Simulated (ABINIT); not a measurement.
Runs of ABINIT 10.8.3 (patched build) on AlN. It takes space group F-43m (No. 216, cubic). Conventional cell: a = 4.368 Å, b = 4.368 Å, c = 4.368 Å, α = 90.00°, β = 90.00°, γ = 90.00°. Al (site symmetry -43m) is surrounded by 4 N at 1.89 Å. N (site symmetry -43m) is surrounded by 4 Al at 1.89 Å. Measurements of this composition are mostly on another form, of space group No. 186.

```csv
task,level,potentials or basis,cutoff (eV),fine-grid cutoff,gap on the mesh (eV),pressure (GPa),V0 of scaled cells (Å³/atom),B0 (GPa)
band structure,PBE,JTH PAW PBE v2.0,680,1278.94 eV,3.30,-,-,-
equation of state,rPW86PBE,PseudoDojo NC SR PBE v0.4.1 standard,1143,-,-,-,10.92,180
single point,r2SCAN,"Ansatz PAW PBE default generated set, frozen core",517,1034.03 eV,3.94,-,-,-
band structure,LDA-Teter,JTH PAW LDA v2.0,680,1278.94 eV,3.23,-,-,-
band structure,PW91,PseudoDojo NC SR PBE v0.4.1 standard,1143,-,3.36,4.6,-,-
band structure,TB-mBJ,JTH PAW LDA v2.0,844,1442.2 eV,5.04,-,-,-
equation of state,PBE,PseudoDojo NC SR PBE v0.5 standard,1143,-,-,-,10.65,(b)
equation of state,revPBE,JTH PAW PBE v2.0,680,1278.94 eV,-,-,10.83,189
band structure,LDA-VWN,JTH PAW LDA v2.0,680,1278.94 eV,3.23,-,-,-
equation of state,PBEsol,JTH PAW PBE v2.0,680,1278.94 eV,-,-,10.55,201
equation of state,BLYP+D3(BJ),JTH PAW PBE v2.0,680,1278.94 eV,-,-,(a),203
band structure,PBE,Ansatz NC PBE,1252,-,3.31,4.7,-,-
```

Alike in all rows: no spin polarisation; cell as given; k mesh 10 × 10 × 10; smearing fermi-dirac 0.05 eV.

Estimate the missing entries.

(a) 10.33; (b) 193.

Caveats: pressures at fixed basis lie under the slope of the energies (some runs); the PAW data sets were made with another functional, which shifts forces and pressure a little (some runs); the potentials were made for another functional, which shifts forces and pressure (some runs); the atomic spheres overlap (some runs); the constant c of TB-mBJ comes from the pseudo density here, which moves gaps by up to 0.3 eV between sets of potentials (some runs).

A k mesh can miss the band edges.

Not every run made on this cell is shown here.
